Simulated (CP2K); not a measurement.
**FeO: single point with PBEsol**

Crystal: FeO.

```
Fe O
1.0
     6.09639    0.00000    0.00000
     1.52410    2.63982    0.00000
     1.52410    0.87994    2.48884
Fe O
2 2
Direct
  0.00000 0.00000 0.00000
  0.50000 0.00000 0.00000
  0.25000 0.50000 0.50000
  0.75000 0.50000 0.50000
```

```yaml
Program: CP2K 2026.2
Task: single point
Functional: PBEsol
Potentials_or_basis: POTENTIAL_UZH Fe GTH-PBE-q16, O GTH-PBE-q6; DZVP-MOLOPT-PBE-GTH basis
Density_cutoff: 8163 eV
k_mesh: 8 × 8 × 8
Occupations: fermi-dirac, width 0.05 eV
Spin: no spin polarisation
```

| Property | Result |
| --- | --- |
| Pressure | -32.8 GPa |
| Band gap on the k mesh | none (metal or under the smearing width) |
| Mulliken charges | Fe +0.68; O -0.68 e |

Levels at points of the mesh, in eV from the Fermi level:
| k point | band 19 | band 20 | band 21 | band 22 | band 23 | band 24 | band 25 | band 26 |
| --- | --- | --- | --- | --- | --- | --- | --- | --- |
| (0.00, 0.00, 0.00) | -1.29 | -0.89 | -0.89 | -0.28 | -0.28 | -0.05 | 0.73 | 1.70 |
| (0.00, 0.00, 0.50) | -0.28 | -0.28 | -0.05 | 0.00 | 0.05 | 0.05 | 1.70 | 1.70 |
| (0.50, 0.00, 0.00) | -0.79 | -0.79 | -0.76 | -0.76 | 0.58 | 0.58 | 0.58 | 0.58 |
| (0.50, 0.00, 0.50) | -0.13 | -0.13 | -0.02 | -0.02 | 0.65 | 0.65 | 0.66 | 0.66 |

It took 63 s on 1 thread of Arm Neoverse V1 (shared host), peak memory 0.35 GiB.

Caveat: Mulliken charges move with the basis; a pressure of tens of GPa on the cell as given is suspect, and the run, the potentials or the cell itself is likely at fault; the potentials were made for another functional, which shifts forces and pressure; the basis of atomic orbitals isn't converged, which shifts pressures, moduli and gaps; the run has no spin polarisation, though such a crystal can be magnetic; semilocal functionals often make such compounds metallic where correlation or magnetic order opens a gap, which also shifts bond lengths. Spin polarisation is off, so any magnetic state and its effect on volume and gap are missing.
